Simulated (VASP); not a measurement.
Wanted: the native input for a VASP 6.6.1 run.

```
Task                   : band structure
Functional             : r2SCAN
Potentials or basis    : VASP PAW PBE potentials, release 64 (Al, N)
Cutoff                 : 520 eV
k mesh                 : 12 × 12 × 6
Occupations            : gaussian, width 0.03 eV
Spin                   : no spin polarisation
Further INCAR settings : ALGO = Normal; EDIFF = 1e-06; NBANDS = 16
```

The structure of AlN lies in POSCAR:

```
AlN                                     
1.0
    3.1131018738     -0.0000000000      0.0000000000
   -1.5565509369      2.6960253073      0.0000000000
    0.0000000000      0.0000000000      4.9818131052
  Al              N             
     2     2
Direct
     0.3333333332999970    0.6666666667000030    0.9989855796533158
     0.6666666667000030    0.3333333332999970    0.4989855796533157
     0.3333333332999970    0.6666666667000030    0.3810144203466868
     0.6666666667000030    0.3333333332999970    0.8810144203466868
```

One way to write it, as run:

INCAR

```
SYSTEM = AlN
ALGO = Normal ; EDIFF = 1E-6
ENCUT = 520 ; ISIF = 2
ISMEAR = 0 ; KPAR = 2
LASPH = .True. ; LCHARG = .False.
LMIXTAU = .True. ; LREAL = .False.
LWAVE = .False. ; METAGGA = R2SCAN
NBANDS = 16 ; NELM = 80
PREC = Accurate ; SIGMA = 0.03
```

KPOINTS

```
k-points
0
Gamma
  12 12 6
  0 0 0
```

KPOINTS_OPT

```
explicit points
258
Reciprocal
 0.0000000000  0.0000000000  0.0000000000 1
 0.0263157895  0.0000000000  0.0000000000 1
 0.0526315789  0.0000000000  0.0000000000 1
 0.0789473684  0.0000000000  0.0000000000 1
 0.1052631579  0.0000000000  0.0000000000 1
 0.1315789474  0.0000000000  0.0000000000 1
[... 250 lines left out ...]
 0.5000000000  0.0000000000  0.0277462800 1
 0.5000000000  0.0000000000 -0.0277462800 1
```

Potentials or basis: VASP PAW PBE potentials, release 64 (Al, N).

Launch:

```bash
$ cat potpaw_PBE.64/Al/POTCAR potpaw_PBE.64/N/POTCAR > POTCAR
$ mpirun -np 2 vasp_std > vasp.out
```

It gave:

```json
{
  "Pressure": "-1.4 GPa",
  "Largest force": "0.011 eV/Å",
  "Band gap on the k mesh": "4.87 eV, direct",
  "Band gap along the path": "4.87 eV, direct"
}
```

Caveat: the PAW data sets were made with another functional, which shifts forces and pressure a little.

Run time: 5.6 min on 2 MPI ranks on AMD EPYC 7R13 Processor (Zen 3), with other jobs on the host, peak memory 0.18 GiB a rank.
